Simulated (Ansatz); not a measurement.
HfS2: how the free axis answers a strain

HfS2, P-3m1, a = 3.606 Å, c = 5.770 Å. Ansatz: PBE+D3(BJ), PAW, 420 eV, Γ-centred 12×12×6 mesh on 3 atoms, Gaussian smearing 0.02 eV; no spin polarisation. Series: biaxial strain in the a-b plane, c and atoms relaxed; x is the strain in per cent. y is the change of c in per cent of 5.770 Å.

```
x (%) y (%)
 -4.5      ?
 -3.0   0.94
 -1.5   0.48
  0.0   0.00
  1.5  -0.64
  3.0  -1.31
  4.5  -2.00
```

Problem. Fit y = c1 x + c2 x² to the other rows, say what c1 measures, and predict the missing y.

Solution. Least squares on the rows shown. y = −0.3691 x − 0.01814 x². With no stress along c, c1 = −2C13/C33 = -0.369. With a term in x³ added, the coefficient of x becomes -0.3865, 5 % more, which shows how far this figure hangs on the form. At x = -4.5 the fit asked for gives 1.29 %. The run gave 1.33 %, so the fit is 0.04 % too low, within twice the rms miss on the fitted rows (0.03 %).

Spin–orbit coupling is left out, which can shift energies with elements as heavy as these.